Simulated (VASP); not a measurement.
# SnO (Pmn2_1) in VASP: reference runs

How does SnO come out in PBEsol? The cell is run as given and disturbed.

Program: VASP 6.6.1. These are calculated values, not measurements. Logs are shortened: lines on timing, memory, paths and dates and some standing lists are left out, and cuts for length are marked.

**1. The crystal as given**

It takes space group Pmn2_1 (No. 31, orthorhombic). Conventional cell: a = 3.355 Å, b = 5.674 Å, c = 4.222 Å, α = 90.00°, β = 90.00°, γ = 90.00°. Sn (site symmetry m) has 3 O at 2.15 to 2.16 Å as nearest neighbours. O (site symmetry m) has 3 Sn at 2.15 to 2.16 Å as nearest neighbours.

The cell comes from a database or a generator and needn't be the stable form of this composition.

**2. Single point, PBEsol**

Input file INCAR:

```
SYSTEM = SnO
  ALGO = Normal
  EDIFF = 1E-7
  ENCUT = 520
  GGA = PS
  ISIF = 2
  ISMEAR = -1
  LASPH = .True.
  LCHARG = .False.
  LREAL = .False.
  LWAVE = .False.
  NBANDS = 28
  NELM = 80
  PREC = Accurate
  SIGMA = 0.05
```

Input file KPOINTS:

```
k-points
0
Gamma
  8 5 6
  0 0 0
```

Input file POSCAR:

```
SnO
1.0
    3.3550050000      0.0000000000      0.0000000000
    0.0000000000      5.6741040000      0.0000000000
    0.0000000000      0.0000000000      4.2219700000
Sn O
2 2
Direct
    0.5000000000      0.7680910000      0.0131440000
    0.0000000000      0.2319090000      0.5131440000
    0.5000000000      0.1087500000      0.2368570000
    0.0000000000      0.8912500000      0.7368570000
```

Potentials or basis: VASP PAW PBE potentials, release 64 (Sn_d, O).

Run with:

```bash
$ cat potpaw_PBE.64/Sn_d/POTCAR potpaw_PBE.64/O/POTCAR > POTCAR
$ mpirun -np 1 vasp_std > vasp.out
```

OUTCAR:

```text
SYSTEM = SnO
   EDIFF = 1E-7
   ENCUT = 520
   GGA = PS
   ISIF = 2
   ISMEAR = -1
   LASPH = .True.
   LREAL = .False.
   NELM = 80
   PREC = Accurate

 ion  position               nearest neighbor table
   1  0.500  0.768  0.013-   3 2.15   4 2.16   4 2.16
   2  0.000  0.232  0.513-   4 2.15   3 2.16   3 2.16
   3  0.500  0.109  0.237-   1 2.15   2 2.16   2 2.16
   4  0.000  0.891  0.737-   2 2.15   1 2.16   1 2.16

  LATTYP: Found a simple orthorhombic cell.
 ALAT       =     3.3550050000
 B/A-ratio  =     1.2584094510
 C/A-ratio  =     1.6912356315

  Lattice vectors:

 A1 = (  -3.3550050000,   0.0000000000,   0.0000000000)
 A2 = (   0.0000000000,   0.0000000000,   4.2219700000)
 A3 = (   0.0000000000,   5.6741040000,   0.0000000000)

Analysis of symmetry for initial positions (statically):
=====================================================================
 Subroutine PRICEL returns:
 Original cell was already a primitive cell.

 Routine SETGRP: Setting up the symmetry group for a
 simple orthorhombic supercell.

 Subroutine GETGRP returns: Found  4 space group operations
 (whereof  2 operations were pure point group operations)
 out of a pool of  8 trial point group operations.

The static configuration has the point symmetry C_1h.
 The point group associated with its full space group is C_2v.

Analysis of symmetry for dynamics (positions and initial velocities):
=====================================================================
 Subroutine PRICEL returns:
 Original cell was already a primitive cell.

 Routine SETGRP: Setting up the symmetry group for a
 simple orthorhombic supercell.

 Subroutine GETGRP returns: Found  4 space group operations
 (whereof  2 operations were pure point group operations)
 out of a pool of  8 trial point group operations.

The dynamic configuration has the point symmetry C_1h.
 The point group associated with its full space group is C_2v.

 Subroutine INISYM returns: Found  4 space group operations
 (whereof  2 operations are pure point group operations),
 and found     1 'primitive' translations

----------------------------------------------------------------------------------------

                                     Primitive cell

  volume of cell :      80.3722

  direct lattice vectors                    reciprocal lattice vectors
     3.355005000  0.000000000  0.000000000     0.298062149  0.000000000  0.000000000
     0.000000000  5.674104000  0.000000000     0.000000000  0.176239279  0.000000000
     0.000000000  0.000000000  4.221970000     0.000000000  0.000000000  0.236856254

  length of vectors
     3.355005000  5.674104000  4.221970000     0.298062149  0.176239279  0.236856254

  position of ions in fractional coordinates (direct lattice)
     0.500000000  0.768091000  0.013144000
     0.000000000  0.231909000  0.513144000
     0.500000000  0.108750000  0.236857000
     0.000000000  0.891250000  0.736857000

  ion indices of the primitive-cell ions
   primitive index   ion index
                 1           1
                 2           2
                 3           3
                 4           4

----------------------------------------------------------------------------------------

 KPOINTS: k-points

Automatic generation of k-mesh.
 Grid dimensions read from file:
 generate k-points for:    8    5    6

 Generating k-lattice:

  Cartesian coordinates                     Fractional coordinates (reciprocal lattice)
     0.037257769  0.000000000  0.000000000     0.125000000  0.000000000  0.000000000
     0.000000000  0.035247856  0.000000000     0.000000000  0.200000000  0.000000000
     0.000000000  0.000000000  0.039476042     0.000000000  0.000000000  0.166666667

  Length of vectors
     0.037257769  0.035247856  0.039476042

  Shift w.r.t. Gamma in fractional coordinates (k-lattice)
     0.000000000  0.000000000  0.000000000

 Subroutine IBZKPT returns following result:
 ===========================================

 Found     60 irreducible k-points:

 Following reciprocal coordinates:
            Coordinates               Weight
  0.000000  0.000000  0.000000      1.000000
  0.125000  0.000000  0.000000      2.000000
  0.250000  0.000000  0.000000      2.000000
  0.375000  0.000000  0.000000      2.000000
  0.500000  0.000000  0.000000      1.000000
  0.000000  0.200000  0.000000      2.000000
[... 16 lines left out ...]
  0.250000  0.200000  0.166667      8.000000
  0.375000  0.200000  0.166667      8.000000
 [... further k-points ...]
   k-points           NKPTS =     60   k-points in BZ     NKDIM =     60   number of bands    NBANDS=     28
   number of dos      NEDOS =    301   number of ions     NIONS =      4
   total plane-waves  NPLWV =  37632
   dimension x,y,z NGX =    28 NGY =   42 NGZ =   32
   dimension x,y,z NGXF=    56 NGYF=   84 NGZF=   64
   ions per type =               2   2
   NGX,Y,Z   is equivalent  to a cutoff of  13.87, 12.31, 12.60 a.u.
   NGXF,Y,Z  is equivalent  to a cutoff of  27.75, 24.61, 25.20 a.u.
 SYSTEM =  SnO
   PREC   = accura    normal or accurate (medium, high low for compatibility)
   ISTART =      0    job   : 0-new  1-cont  2-samecut
   ICHARG =      2    charge: 1-file 2-atom 10-const
   ISPIN  =      1    spin polarized calculation?
   LNONCOLLINEAR =      F non collinear calculations
   LSORBIT =      F    spin-orbit coupling
   LASPH  =      T    aspherical Exc in radial PAW
   ENCUT  =  520.0 eV  38.22 Ry    6.18 a.u.   6.24 10.55  7.85*2*pi/ulx,y,z
   NELM   =     80;   NELMIN=  2; NELMDL= -5     # of ELM steps
   EDIFF  = 0.1E-06   stopping-criterion for ELM
   LREAL  =      F    real-space projection
   EDIFFG = 0.1E-05   stopping-criterion for IOM
   NSW    =      0    number of steps for IOM
   IBRION =     -1    ionic relax: 0-MD 1-quasi-New 2-CG
   NFREE  =      0    steps in history (QN), initial steepest desc. (CG)
   ISIF   =      2    stress and relaxation
   ISYM   =      2    0-nonsym 1-usesym 2-fastsym
   POTIM  = 0.5000    time-step for ionic-motion
   TEBEG  =    0.0;   TEEND  =   0.0 temperature during run
   PSTRESS=    0.0 pullay stress
   NELECT =      40.0000    total number of electrons
   NUPDOWN=      -1.0000    fix difference up-down
   EMIN   =  10.00;   EMAX   =-10.00  energy-range for DOS
   EFERMI =   0.00;   METHOD = LEGACY
   ISMEAR =    -1;   SIGMA  =   0.05  broadening in eV -4-tet -1-fermi 0-gaus
   EFERMI_NEDOS =   21; number of points for ismear=-14 and -15
   IALGO  =     38    algorithm
   IMIX   =      4    mixing-type and parameters
     AMIX     =   0.40;   BMIX     =  1.00
     AMIX_MAG =   1.60;   BMIX_MAG =  1.00
  volume/ion in A,a.u.               =      20.09       135.59
  Fermi-wavevector in a.u.,A,eV,Ry     =   1.297357  2.451650 22.900458  1.683136
  Thomas-Fermi vector in A             =   2.428755
   LORBIT       =      0    0 simple, 1 ext, 2 COOP (PROOUT), +10 PAW based schemes
   GGA     = PS    functional components
   LHFCALC =     F    Hartree Fock is set to
   AEXX    =    0.0000 exact exchange contribution
   IVDW    =     0    specifies the selected vdW correction
   LEPSILON=     F    determine dielectric tensor
   LRPA    =     F    only Hartree local field effects (RPA)
 non-spin polarized calculation
  energy-cutoff  :      520.00
  volume of cell :       80.37
 maximum number of plane-waves:      2186
 NGX is ok and might be reduce to    28
   NGX = 13   NGY = 21   NGZ = 15

 number of electron      39.9999992 magnetization

 Free energy of the ion-electron system (eV)
  ---------------------------------------------------
  ext. energy  EPLUGINS =         0.00000000
  ---------------------------------------------------
  free energy    TOTEN  =       -23.79589320 eV

  energy without entropy =      -23.79589317  energy(sigma->0) =      -23.79589318

 E-fermi :   5.4117     XC(G=0):  -9.7645

 val. band max:        4.7071603753   @ k =   0.0000   0.0000   0.0000
 cond. band min:       6.1299823414   @ k =   0.3750   0.4000   0.0000
 fundamental gap:      1.4228219661
 Fermi energy:         5.4116638180

 k-point     1 :       0.0000    0.0000    0.0000
  band No.  band energies     occupation
      1     -16.4165      2.00000
      2     -16.0897      2.00000
      3     -16.0055      2.00000
      4     -15.9792      2.00000
      5     -15.9518      2.00000
      6     -15.9204      2.00000
[... 20 lines left out ...]
     27      13.3581      0.00000
     28      13.9403      0.00000

 k-point     2 :       0.1250    0.0000    0.0000
  band No.  band energies     occupation
      1     -16.4096      2.00000
      2     -16.0795      2.00000
      3     -16.0161      2.00000
      4     -15.9958      2.00000
      5     -15.9601      2.00000
      6     -15.9205      2.00000
[... 20 lines left out ...]
     27      13.3867      0.00000
     28      14.0623      0.00000

 k-point     3 :       0.2500    0.0000    0.0000
  band No.  band energies     occupation
      1     -16.4016      2.00000
      2     -16.1730      2.00000
      3     -15.9902      2.00000
      4     -15.9771      2.00000
      5     -15.9639      2.00000
      6     -15.9256      2.00000
[... 20 lines left out ...]
     27      12.9712      0.00000
     28      14.2245      0.00000

 k-point     4 :       0.3750    0.0000    0.0000
  band No.  band energies     occupation
      1     -16.3983      2.00000
      2     -16.2947      2.00000
      3     -15.9727      2.00000
      4     -15.9570      2.00000
      5     -15.9412      2.00000
      6     -15.9284      2.00000
[... 578 lines left out ...]
     27      14.0153      0.00000
     28      14.6714      0.00000

 k-point    23 :       0.2500    0.2000    0.1667
  band No.  band energies     occupation
      1     -16.3927      2.00000
      2     -16.1976      2.00000
      3     -15.9923      2.00000
      4     -15.9782      2.00000
      5     -15.9589      2.00000
      6     -15.9327      2.00000
[... 20 lines left out ...]
     27      13.8626      0.00000
     28      14.8165      0.00000

 k-point    24 :       0.3750    0.2000    0.1667
  band No.  band energies     occupation
      1     -16.3986      2.00000
      2     -16.3096      2.00000
      3     -15.9764      2.00000
      4     -15.9666      2.00000
      5     -15.9356      2.00000
      6     -15.9263      2.00000
[... 20 lines left out ...]
     27      13.5635      0.00000
     28      14.6007      0.00000

 [... further k-points ...]

------------------------ aborting loop because EDIFF is reached ----------------------------------------

  FORCE on cell =-STRESS in cart. coord.  units (eV):
  Direction    XX          YY          ZZ          XY          YZ          ZX
  --------------------------------------------------------------------------------------
  -------------------------------------------------------------------------------------
  Total       -1.7533675     -1.2924619     -1.2781873      0.0000000      0.0000000      0.0000000
  in kB      -34.9524750    -25.7645602    -25.4800032      0.0000000      0.0000000      0.0000000
  external PRESSURE =     -28.7323461 kB  Pullay stress =       0.0000000 kB

 VOLUME and BASIS-vectors are now :
 -----------------------------------------------------------------------------
  energy-cutoff  :      520.00
  volume of cell :       80.37
      direct lattice vectors                 reciprocal lattice vectors
     3.355005000  0.000000000  0.000000000     0.298062149  0.000000000  0.000000000
     0.000000000  5.674104000  0.000000000     0.000000000  0.176239279  0.000000000
     0.000000000  0.000000000  4.221970000     0.000000000  0.000000000  0.236856254

 POSITION                                       TOTAL-FORCE (eV/Angst)
 -----------------------------------------------------------------------------------
      1.67750      4.35823      0.05549         0.000000      0.335347     -0.098073
      0.00000      1.31588      2.16648         0.000000     -0.335347     -0.098073
      1.67750      0.61706      1.00000         0.000000     -0.122032      0.098073
      0.00000      5.05705      3.11099         0.000000      0.122032      0.098073
 -----------------------------------------------------------------------------------
    total drift:                                0.000000      0.000000     -0.000269

  FREE ENERGIE OF THE ION-ELECTRON SYSTEM (eV)
  ---------------------------------------------------
  free  energy   TOTEN  =       -23.7958931968 eV

  energy  without entropy=      -23.7958931660  energy(sigma->0) =      -23.79589318
```

It took 54 s on 1 thread of Intel Xeon 6975P-C (Granite Rapids), shared host; peak memory 0.24 GiB.

Results:

- Free energy: -23.7959 eV
- Pressure: -2.9 GPa
- Largest force: 0.349 eV/Å
- Band gap on the k mesh: 1.42 eV, indirect (least direct gap 2.01 eV)

Forces on the atoms (eV/Å):
```
Sn   0.000  0.335 -0.098
Sn   0.000 -0.335 -0.098
O    0.000 -0.122  0.098
O    0.000  0.122  0.098
```

Levels at points of the mesh, in eV from the valence-band top:
| k point | band 16 | band 17 | band 18 | band 19 | band 20 | band 21 | band 22 | band 23 | band 24 | band 25 |
| --- | --- | --- | --- | --- | --- | --- | --- | --- | --- | --- |
| (0.00, 0.00, 0.00) | -3.83 | -3.50 | -2.64 | -2.05 | 0.00 | 2.61 | 3.10 | 5.81 | 5.86 | 8.00 |
| (0.50, 0.00, 0.00) | -4.48 | -2.58 | -2.58 | -1.25 | -1.25 | 2.53 | 2.53 | 5.48 | 5.48 | 6.52 |
| (0.00, 0.00, 0.50) | -3.43 | -3.20 | -3.20 | -1.66 | -1.66 | 2.61 | 2.61 | 5.17 | 5.17 | 7.91 |
| (0.50, 0.00, 0.50) | -4.08 | -3.15 | -3.15 | -1.08 | -1.08 | 2.06 | 2.06 | 4.56 | 4.56 | 6.82 |

Caveat: the PAW data sets were made with another functional, which shifts forces and pressure a little; spin-orbit coupling is left out, which moves the levels of the heavy elements; an odd mesh through Γ misses points on the zone boundary, where band edges often lie.

**3. Single point, PBEsol (atoms moved at random, drawn with an rms of 0.05 Å)**

INCAR is that of step 2.

KPOINTS is that of step 2.

Input file POSCAR:

```
SnO
1.0
    3.3550050000      0.0000000000      0.0000000000
    0.0000000000      5.6741040000      0.0000000000
    0.0000000000      0.0000000000      4.2219700000
Sn O
2 2
Direct
    0.5159740000      0.7669460000      0.0043230000
   -0.0051070000      0.2307120000      0.5173610000
    0.5053840000      0.1088610000      0.2484950000
   -0.0085370000      0.8883400000      0.7446170000
```

Potentials or basis: VASP PAW PBE potentials, release 64 (Sn_d, O).

Run with:

```bash
$ cat potpaw_PBE.64/Sn_d/POTCAR potpaw_PBE.64/O/POTCAR > POTCAR
$ mpirun -np 1 vasp_std > vasp.out
```

Run time: 1.8 min. Hardware: 1 thread of Intel Xeon 6975P-C (Granite Rapids), shared host; peak memory 0.34 GiB.

Results (log left out):

| Quantity | Value |
| --- | --- |
| Free energy | -23.7512 eV |
| Pressure | -1.7 GPa |
| Largest force | 0.874 eV/Å |
| Band gap on the k mesh | 1.44 eV, indirect (least direct gap 2.04 eV) |

Forces in eV/Å, atoms in the order of the input:
```
Sn  -0.587  0.080  0.550
Sn   0.199 -0.195  0.002
O   -0.228 -0.389 -0.191
O    0.616  0.504 -0.360
```

Stress tensor (GPa, compression positive):
```
-1.50  0.98 -0.69
 0.98 -2.34 -1.11
-0.69 -1.11 -1.18
```

Levels at points of the mesh, in eV from the valence-band top:
| k point | band 18 | band 19 | band 20 | band 21 | band 22 | band 23 |
| --- | --- | --- | --- | --- | --- | --- |
| (0.00, 0.00, 0.00) | -2.86 | -2.17 | 0.00 | 2.49 | 3.01 | 5.58 |
| (0.50, 0.00, 0.00) | -2.60 | -1.34 | -1.21 | 2.56 | 2.71 | 5.23 |
| (0.00, 0.00, 0.50) | -3.30 | -1.70 | -1.65 | 2.44 | 2.55 | 4.96 |
| (0.50, 0.00, 0.50) | -3.12 | -1.15 | -1.07 | 1.95 | 2.09 | 4.57 |

Caveat: the PAW data sets were made with another functional, which shifts forces and pressure a little; spin-orbit coupling is left out, which moves the levels of the heavy elements; an odd mesh through Γ misses points on the zone boundary, where band edges often lie.
